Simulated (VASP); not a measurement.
# SiC (Moissanite 6H) (P6_3mc) in VASP: notebook

One crystal, SiC (Moissanite 6H), is run at these levels: PBEsol; tasks: relaxation of cell and atoms.

All numbers are computed with VASP 6.6.1; they aren't measurements. Logs are shortened: lines on timing, memory, paths and dates and some standing lists are left out, and cuts for length are marked.

**1. Starting point**

The structure is hexagonal, space group P6_3mc (No. 186). The conventional cell has a = 3.095 Å, b = 3.095 Å, c = 15.170 Å, α = 90.00°, β = 90.00°, γ = 120.00°. Around Si (site symmetry 3m) lie 4 C at 1.90 Å. Around Si (site symmetry 3m) lie 4 C at 1.90 Å. Si (site symmetry 3m) is surrounded by 4 C at 1.90 Å. Around C (site symmetry 3m) lie 4 Si at 1.90 Å. Around C (site symmetry 3m) lie 4 Si at 1.90 Å. C (site symmetry 3m) is surrounded by 4 Si at 1.90 Å.

**2. Relaxation of cell and atoms, PBEsol**

File INCAR:

```
  PREC = Accurate
  ENCUT = 600
  EDIFF = 1E-6
  ISMEAR = 0
  SIGMA = 0.03
  LREAL = False
  LASPH = True
  NELM = 80
  ALGO = Normal
  ISIF = 3
  LWAVE = False
  LCHARG = False
  GGA = PS
  IBRION = 2
  NSW = 90
  EDIFFG = -0.01
  KPAR = 4
```

File KPOINTS:

```
regular mesh
0
Gamma
  12 12 2
```

File POSCAR:

```
SiC
1.0
    3.0950000000      0.0000000000      0.0000000000
   -1.5475000000      2.6803486247      0.0000000000
    0.0000000000      0.0000000000     15.1700000000
Si C
6 6
Direct
    0.0000000000      0.0000000000      0.1250000000
    0.0000000000      0.0000000000      0.6250000000
    0.3333333333      0.6666666667      0.2917000000
    0.6666666667      0.3333333333      0.7917000000
    0.3333333333      0.6666666667      0.9583000000
    0.6666666667      0.3333333333      0.4583000000
    0.0000000000      0.0000000000      0.0000000000
    0.0000000000      0.0000000000      0.5000000000
    0.3333333333      0.6666666667      0.1667000000
    0.6666666667      0.3333333333      0.6667000000
    0.3333333333      0.6666666667      0.8333000000
    0.6666666667      0.3333333333      0.3333000000
```

Potentials or basis: VASP PAW PBE potentials, release 64 (Si, C).

On the command line:

```
$ cat potpaw_PBE.64/Si/POTCAR potpaw_PBE.64/C/POTCAR > POTCAR
$ mpirun -np 4 vasp_std > vasp.out
```

OUTCAR:

```text
PREC = Accurate
   ENCUT = 600
   EDIFF = 1E-6
   ISMEAR = 0
   LREAL = False
   LASPH = True
   NELM = 80
   ISIF = 3
   GGA = PS
   IBRION = 2
   NSW = 90
   EDIFFG = -0.01

 ion  position               nearest neighbor table
   1  0.000  0.000  0.125-   9 1.90   9 1.90   9 1.90   7 1.90   5 3.10   3 3.10   3 3.10   5 3.10
                             5 3.10   3 3.10
   2  0.000  0.000  0.625-  10 1.90  10 1.90  10 1.90   8 1.90   6 3.10   4 3.10   6 3.10   4 3.10
                             4 3.10   6 3.10
   3  0.333  0.667  0.292-  12 1.90  12 1.90  12 1.90   9 1.90   6 3.10   6 3.10   6 3.10   1 3.10
                             1 3.10   1 3.10
   4  0.667  0.333  0.792-  11 1.90  11 1.90  11 1.90  10 1.90   5 3.10   5 3.10   5 3.10   2 3.10
                             2 3.10   2 3.10
   5  0.333  0.667  0.958-   7 1.90   7 1.90   7 1.90  11 1.90   4 3.10   4 3.10   4 3.10   1 3.10
                             1 3.10   1 3.10
   6  0.667  0.333  0.458-   8 1.90   8 1.90   8 1.90  12 1.90   3 3.10   3 3.10   3 3.10   2 3.10
                             2 3.10   2 3.10
   7  0.000  0.000  0.000-   5 1.90   5 1.90   5 1.90   1 1.90
   8  0.000  0.000  0.500-   6 1.90   6 1.90   6 1.90   2 1.90
   9  0.333  0.667  0.167-   1 1.90   1 1.90   1 1.90   3 1.90
  10  0.667  0.333  0.667-   2 1.90   2 1.90   2 1.90   4 1.90
  11  0.333  0.667  0.833-   4 1.90   4 1.90   4 1.90   5 1.90
  12  0.667  0.333  0.333-   3 1.90   3 1.90   3 1.90   6 1.90

  LATTYP: Found a hexagonal cell.
 ALAT       =     3.0950000000
 C/A-ratio  =     4.9014539580

  Lattice vectors:

 A1 = (   3.0950000000,   0.0000000000,   0.0000000000)
 A2 = (  -1.5475000000,   2.6803486247,   0.0000000000)
 A3 = (   0.0000000000,   0.0000000000,  15.1700000000)

Analysis of symmetry for initial positions (statically):
=====================================================================
 Subroutine PRICEL returns:
 Original cell was already a primitive cell.

 Routine SETGRP: Setting up the symmetry group for a
 hexagonal supercell.

 Subroutine GETGRP returns: Found 12 space group operations
 (whereof  6 operations were pure point group operations)
 out of a pool of 24 trial point group operations.

The static configuration has the point symmetry C_3v.
 The point group associated with its full space group is C_6v.

Analysis of symmetry for dynamics (positions and initial velocities):
=====================================================================
 Subroutine PRICEL returns:
 Original cell was already a primitive cell.

 Routine SETGRP: Setting up the symmetry group for a
 hexagonal supercell.

 Subroutine GETGRP returns: Found 12 space group operations
 (whereof  6 operations were pure point group operations)
 out of a pool of 24 trial point group operations.

The dynamic configuration has the point symmetry C_3v.
 The point group associated with its full space group is C_6v.

 Subroutine INISYM returns: Found 12 space group operations
 (whereof  6 operations are pure point group operations),
 and found     1 'primitive' translations

----------------------------------------------------------------------------------------

                                     Primitive cell

  volume of cell :     125.8455

  direct lattice vectors                    reciprocal lattice vectors
     3.095000000  0.000000000  0.000000000     0.323101777  0.186542898  0.000000000
    -1.547500000  2.680348625  0.000000000     0.000000000  0.373085796  0.000000000
     0.000000000  0.000000000 15.170000000     0.000000000  0.000000000  0.065919578

  length of vectors
     3.095000000  3.095000000 15.170000000     0.373085796  0.373085796  0.065919578

  position of ions in fractional coordinates (direct lattice)
     0.000000000  0.000000000  0.125000000
     0.000000000  0.000000000  0.625000000
     0.333333333  0.666666667  0.291700000
     0.666666667  0.333333333  0.791700000
     0.333333333  0.666666667  0.958300000
     0.666666667  0.333333333  0.458300000
     0.000000000  0.000000000  0.000000000
     0.000000000  0.000000000  0.500000000
     0.333333333  0.666666667  0.166700000
     0.666666667  0.333333333  0.666700000
     0.333333333  0.666666667  0.833300000
     0.666666667  0.333333333  0.333300000

  ion indices of the primitive-cell ions
   primitive index   ion index
                 1           1
                 2           2
                 3           3
                 4           4
                 5           5
                 6           6
                 7           7
                 8           8
                 9           9
                10          10
                11          11
                12          12

----------------------------------------------------------------------------------------

 KPOINTS: regular mesh

Automatic generation of k-mesh.
 Grid dimensions read from file:
 generate k-points for:   12   12    2

 Generating k-lattice:

  Cartesian coordinates                     Fractional coordinates (reciprocal lattice)
     0.026925148  0.015545241  0.000000000     0.083333333  0.000000000  0.000000000
     0.000000000  0.031090483  0.000000000     0.000000000  0.083333333  0.000000000
     0.000000000  0.000000000  0.032959789     0.000000000  0.000000000  0.500000000

  Length of vectors
     0.031090483  0.031090483  0.032959789

  Shift w.r.t. Gamma in fractional coordinates (k-lattice)
     0.000000000  0.000000000  0.000000000

 Subroutine IBZKPT returns following result:
 ===========================================

 Found     38 irreducible k-points:

 Following reciprocal coordinates:
            Coordinates               Weight
  0.000000  0.000000  0.000000      1.000000
  0.083333  0.000000  0.000000      6.000000
  0.166667  0.000000  0.000000      6.000000
  0.250000  0.000000  0.000000      6.000000
  0.333333  0.000000  0.000000      6.000000
  0.416667 -0.000000  0.000000      6.000000
[... 16 lines left out ...]
  0.250000  0.000000  0.500000      6.000000
  0.333333  0.000000  0.500000      6.000000
 [... further k-points ...]
   k-points           NKPTS =     38   k-points in BZ     NKDIM =     38   number of bands    NBANDS=     31
   number of dos      NEDOS =    301   number of ions     NIONS =     12
   total plane-waves  NPLWV =  98784
   dimension x,y,z NGX =    28 NGY =   28 NGZ =  126
   dimension x,y,z NGXF=    56 NGYF=   56 NGZF=  252
   ions per type =               6   6
   NGX,Y,Z   is equivalent  to a cutoff of  15.04, 15.04, 13.81 a.u.
   NGXF,Y,Z  is equivalent  to a cutoff of  30.08, 30.08, 27.62 a.u.
 SYSTEM =  unknown system
   PREC   = accura    normal or accurate (medium, high low for compatibility)
   ISTART =      0    job   : 0-new  1-cont  2-samecut
   ICHARG =      2    charge: 1-file 2-atom 10-const
   ISPIN  =      1    spin polarized calculation?
   LNONCOLLINEAR =      F non collinear calculations
   LSORBIT =      F    spin-orbit coupling
   LASPH  =      T    aspherical Exc in radial PAW
   ENCUT  =  600.0 eV  44.10 Ry    6.64 a.u.   6.18  6.18 30.30*2*pi/ulx,y,z
   NELM   =     80;   NELMIN=  2; NELMDL= -5     # of ELM steps
   EDIFF  = 0.1E-05   stopping-criterion for ELM
   LREAL  =      F    real-space projection
   EDIFFG = -.1E-01   stopping-criterion for IOM
   NSW    =     90    number of steps for IOM
   IBRION =      2    ionic relax: 0-MD 1-quasi-New 2-CG
   NFREE  =      1    steps in history (QN), initial steepest desc. (CG)
   ISIF   =      3    stress and relaxation
   ISYM   =      2    0-nonsym 1-usesym 2-fastsym
   POTIM  = 0.5000    time-step for ionic-motion
   TEBEG  =    0.0;   TEEND  =   0.0 temperature during run
   PSTRESS=    0.0 pullay stress
   NELECT =      48.0000    total number of electrons
   NUPDOWN=      -1.0000    fix difference up-down
   EMIN   =  10.00;   EMAX   =-10.00  energy-range for DOS
   EFERMI =   0.00;   METHOD = LEGACY
   ISMEAR =     0;   SIGMA  =   0.03  broadening in eV -4-tet -1-fermi 0-gaus
   EFERMI_NEDOS =   21; number of points for ismear=-14 and -15
   IALGO  =     38    algorithm
   IMIX   =      4    mixing-type and parameters
     AMIX     =   0.40;   BMIX     =  1.00
     AMIX_MAG =   1.60;   BMIX_MAG =  1.00
  volume/ion in A,a.u.               =      10.49        70.77
  Fermi-wavevector in a.u.,A,eV,Ry     =   1.187252  2.243580 19.178312  1.409566
  Thomas-Fermi vector in A             =   2.323407
   LORBIT       =      0    0 simple, 1 ext, 2 COOP (PROOUT), +10 PAW based schemes
   GGA     = PS    functional components
   LHFCALC =     F    Hartree Fock is set to
   AEXX    =    0.0000 exact exchange contribution
   IVDW    =     0    specifies the selected vdW correction
   LEPSILON=     F    determine dielectric tensor
   LRPA    =     F    only Hartree local field effects (RPA)
 conjugate gradient relaxation of ions
 non-spin polarized calculation
 Gauss-broadening in eV      SIGMA  =   0.03
  energy-cutoff  :      600.00
  volume of cell :      125.85
 maximum number of plane-waves:      4225
 NGX is ok and might be reduce to    28
   NGX = 13   NGY = 13   NGZ = 61

--------------------------------------- Ionic step        1  -------------------------------------------

 number of electron      47.9999999 magnetization

 Free energy of the ion-electron system (eV)
  ---------------------------------------------------
  ext. energy  EPLUGINS =         0.00000000
  ---------------------------------------------------
  free energy    TOTEN  =       -95.49679570 eV

  energy without entropy =      -95.49679570  energy(sigma->0) =      -95.49679570

------------------------ aborting loop because EDIFF is reached ----------------------------------------

  FORCE on cell =-STRESS in cart. coord.  units (eV):
  Direction    XX          YY          ZZ          XY          YZ          ZX
  --------------------------------------------------------------------------------------
  -------------------------------------------------------------------------------------
  Total       -2.5139373     -2.5139373     -1.9016838      0.0000000      0.0000000      0.0000000
  in kB      -32.0057125    -32.0057125    -24.2109243      0.0000000      0.0000000      0.0000000
  external PRESSURE =     -29.4074497 kB  Pullay stress =       0.0000000 kB
[... 261 lines left out ...]
  energy  without entropy=      -95.5137553246  energy(sigma->0) =      -95.51375532

--------------------------------------- Ionic step        7  -------------------------------------------

 number of electron      47.9999999 magnetization

 Free energy of the ion-electron system (eV)
  ---------------------------------------------------
  ext. energy  EPLUGINS =         0.00000000
  ---------------------------------------------------
  free energy    TOTEN  =       -95.51376234 eV

  energy without entropy =      -95.51376234  energy(sigma->0) =      -95.51376234

 E-fermi :   8.2619     XC(G=0): -11.5036

 val. band max:        8.1026171892   @ k =   0.0000   0.0000   0.0000
 cond. band min:      10.0149515056   @ k =   0.5000   0.0000   0.0000
 fundamental gap:      1.9123343164
 Fermi energy:         8.2619283321

 k-point     1 :       0.0000    0.0000    0.0000
  band No.  band energies     occupation
      1      -7.3750      2.00000
      2      -6.8510      2.00000
      3      -6.8157      2.00000
      4      -5.3109      2.00000
      5      -5.2828      2.00000
      6      -3.7704      2.00000
[... 805 lines left out ...]
     30      13.3181      0.00000
     31      14.1116      0.00000

 [... further k-points ...]
[... 5 lines left out ...]
  --------------------------------------------------------------------------------------
  -------------------------------------------------------------------------------------
  Total        0.0054409      0.0054409     -0.0108001      0.0000000     -0.0000000      0.0000000
  in kB        0.0702231      0.0702231     -0.1393928      0.0000000     -0.0000000      0.0000000
  external PRESSURE =       0.0003512 kB  Pullay stress =       0.0000000 kB
[... 27 lines left out ...]
  FREE ENERGIE OF THE ION-ELECTRON SYSTEM (eV)
  ---------------------------------------------------
  free  energy   TOTEN  =       -95.5137623405 eV

  energy  without entropy=      -95.5137623405  energy(sigma->0) =      -95.51376234

 reached required accuracy - stopping structural energy minimisation
```

It took 3.8 min on 4 MPI ranks of Intel Xeon Platinum 8259CL at 2.50GHz (Skylake/Cascade Lake), shared host; peak memory 0.38 GiB.

Results:

| Property | Result |
| --- | --- |
| Free energy | -95.5138 eV |
| Relaxed volume | 10.34 Å³/atom |
| Relaxed cell | a = 3.080 Å, b = 3.080 Å, c = 15.112 Å, α = 90.00°, β = 90.00°, γ = 120.00° |
| Space group after relaxing (to 0.05 Å) | P6_3mc (No. 186) |
| Energy gained by relaxing | 1.4 meV/atom |
| Ionic steps | 7 |
| Pressure after relaxing | 0.0 GPa |
| Band gap on the k mesh | 1.91 eV, indirect (least direct gap 3.02 eV) |

Step by step:
| step | energy change (eV) | largest force (eV/Å) | pressure (GPa) | volume (Å³) |
| --- | --- | --- | --- | --- |
| 1 | 0.0000 | 0.1430 | -2.94 | 125.85 |
| 2 | 0.0019 | 0.1145 | 3.26 | 122.37 |
| 3 | -0.0168 | 0.0260 | 0.00 | 124.14 |
| 4 | -0.0170 | 0.0142 | 0.02 | 124.13 |
| 5 | -0.0170 | 0.0149 | 0.02 | 124.13 |
| 6 | -0.0170 | 0.0101 | -0.01 | 124.14 |
| 7 | -0.0170 | 0.0008 | 0.00 | 124.14 |

Final structure:
```
CELL_PARAMETERS angstrom
3.07983 0.00000 0.00000
-1.53992 2.66722 0.00000
0.00000 0.00000 15.11167
ATOMIC_POSITIONS crystal
Si 0.00000 0.00000 0.12504
Si 0.00000 0.00000 0.62504
Si 0.33333 0.66667 0.29182
Si 0.66667 0.33333 0.79182
Si 0.33333 0.66667 0.95831
Si 0.66667 0.33333 0.45831
C 0.00000 0.00000 0.99969
C 0.00000 0.00000 0.49969
C 0.33333 0.66667 0.16683
C 0.66667 0.33333 0.66683
C 0.33333 0.66667 0.83332
C 0.66667 0.33333 0.33332
```

Caveat: the PAW data sets were made with another functional, which shifts forces and pressure a little. A k mesh can miss the band edges.

**3. Relaxation of cell and atoms, PBEsol**

This run uses another cell than the first one, of 10.34 Å³/atom, 0.986 times its volume.

INCAR: that of step 2 with these lines changed.

```diff
@@ -2,3 +2,3 @@
   ENCUT = 600
-  EDIFF = 1E-6
+  EDIFF = 1E-7
   ISMEAR = 0
@@ -15,3 +15,3 @@
   NSW = 90
-  EDIFFG = -0.01
+  EDIFFG = -0.005
   KPAR = 4
```

KPOINTS is that of step 2.

File POSCAR:

```
SiC                                     
1.0
    3.0798348513     -0.0000000000     -0.0000000000
   -1.5399174256      2.6672152207      0.0000000000
    0.0000000000      0.0000000000     15.1116731378
  Si              C             
     6     6
Direct
     0.0000000000000000    0.0000000000000000    0.1250363669735098
     0.0000000000000000    0.0000000000000000    0.6250363669735097
     0.3333333332999970    0.6666666667000030    0.2918190986567563
     0.6666666667000030    0.3333333332999970    0.7918190986567560
     0.3333333332999970    0.6666666667000030    0.9583117383177078
     0.6666666667000030    0.3333333332999970    0.4583117383177078
     0.0000000000000000    0.0000000000000000    0.9996886893862486
     0.0000000000000000    0.0000000000000000    0.4996886893862487
     0.3333333332999970    0.6666666667000030    0.1668269791811045
     0.6666666667000030    0.3333333332999970    0.6668269791811045
     0.3333333332999970    0.6666666667000030    0.8333171274846729
     0.6666666667000030    0.3333333332999970    0.3333171274846730
```

Potentials or basis: VASP PAW PBE potentials, release 64 (Si, C).

On the command line:

```
$ cat potpaw_PBE.64/Si/POTCAR potpaw_PBE.64/C/POTCAR > POTCAR
$ mpirun -np 4 vasp_std > vasp.out
```

Wall time 1.8 min (4 MPI ranks of Intel Xeon Platinum 8259CL at 2.50GHz (Skylake/Cascade Lake), shared host); peak memory 0.36 GiB.

It converged, with:

| Quantity | Value |
| --- | --- |
| Free energy | -95.5121 eV |
| Pressure after relaxing | 0.0 GPa |
| Band gap on the k mesh | 1.91 eV, indirect (least direct gap 3.02 eV) |

Final structure:
```xyz
12
Lattice="3.0798 0.0000 0.0000 -1.5399 2.6672 0.0000 0.0000 0.0000 15.1117" Properties=species:S:1:pos:R:3 pbc="T T T"
Si    0.0000    0.0000    1.8895
Si    0.0000    0.0000    9.4453
Si    0.0000    1.7781    4.4099
Si    1.5399    0.8891   11.9657
Si    0.0000    1.7781   14.4817
Si    1.5399    0.8891    6.9259
C     0.0000    0.0000   15.1070
C     0.0000    0.0000    7.5511
C     0.0000    1.7781    2.5210
C     1.5399    0.8891   10.0769
C     0.0000    1.7781   12.5928
C     1.5399    0.8891    5.0370
```

Levels at points of the mesh, in eV from the valence-band top:
```
           k point  band 22  band 23  band 24  band 25  band 26  band 27
(0.00, 0.00, 0.00)    -0.04     0.00     0.00     5.12     5.29     5.70
(0.50, 0.00, 0.00)    -1.80    -1.68    -1.10     1.91     2.10     3.10
(0.00, 0.00, 0.50)    -0.10    -0.10    -0.10     5.18     5.18     5.93
(0.50, 0.00, 0.50)    -1.73    -1.31    -1.31     1.95     1.95     3.32
```

Caveat: the relaxation stopped at its first step, so nothing moved; the PAW data sets were made with another functional, which shifts forces and pressure a little.
